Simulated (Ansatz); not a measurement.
**An elastic constant from a strain scan in LiCl**

All numbers below come from DFT r2SCAN, scalar-relativistic, plane waves, PAW in Ansatz 0.2.0. The runs took a 500 eV cutoff, a Γ-centred 8×8×8 mesh and Gaussian smearing (0.05 eV). No spin polarisation. Energies are free energies at this smearing, counted from the undisturbed cell; pressure is positive in compression.

The starting cell (as given, not relaxed at this level; it stands at -0.3 GPa):

```
Li Cl
1.0
     0.00000    2.56476    2.56476
     2.56476    0.00000    2.56476
     2.56476    2.56476    0.00000
Li Cl
1 1
Direct
  0.00000 0.00000 0.00000
  0.50000 0.50000 0.50000
```

The cell is strained by ε times the Voigt pattern (1, 0, 0, 0, 0, 0) (xx, yy, zz, yz, xz, xy; engineering shear) with fractional coordinates fixed. The cell holds 2 atoms in V0 = 33.74 Å³. The stress column is τ = (1/V0) dE/dε, got from the stress tensor σ (compression positive) at each point as −det(1 + εP) σ : P(1 + εP)⁻¹, with P the pattern as a tensor.

| ε | ΔE (meV/atom) | τ (GPa) |
| --- | --- | --- |
| -0.0400 | 4.325 | -2.631 |
| -0.0300 | 2.026 | -1.750 |
| -0.0200 | 0.604 | -0.967 |
| -0.0100 | -0.042 | -0.274 |
| 0.0000 | 0.000 | 0.339 |
| 0.0100 | 0.648 | 0.880 |
| 0.0200 | 1.829 | 1.354 |
| 0.0300 | 3.479 | 1.769 |
| 0.0350 | 4.460 | 1.956 |
| 0.0400 | ? | ? |

Which combination of elastic constants does this scan measure, and how large is it?

For small ε, τ = τ0 + Kε with K = pᵀCp, which for this pattern is C11 in the cubic axes. The parabola through τ at ε = -0.0100, 0 and 0.0100 has slope K = 58 GPa at zero. The energies per cell, E = NΔE, of the wider pair ε = ±0.0300 give K = 2[E(ε₊)/ε₊ − E(ε₋)/ε₋]/[(ε₊ − ε₋)V0] = 58 GPa, in agreement.

Predict the withheld row at ε = 0.0400 from the harmonic law, and compare.

ΔE = V0(τ0 ε + Kε²/2)/N = 6.288 meV/atom and τ = 2.65 GPa. The calculation gives 5.536 meV/atom and 2.13 GPa: the energy lies 12 % below the harmonic value, as bonds soften when stretched.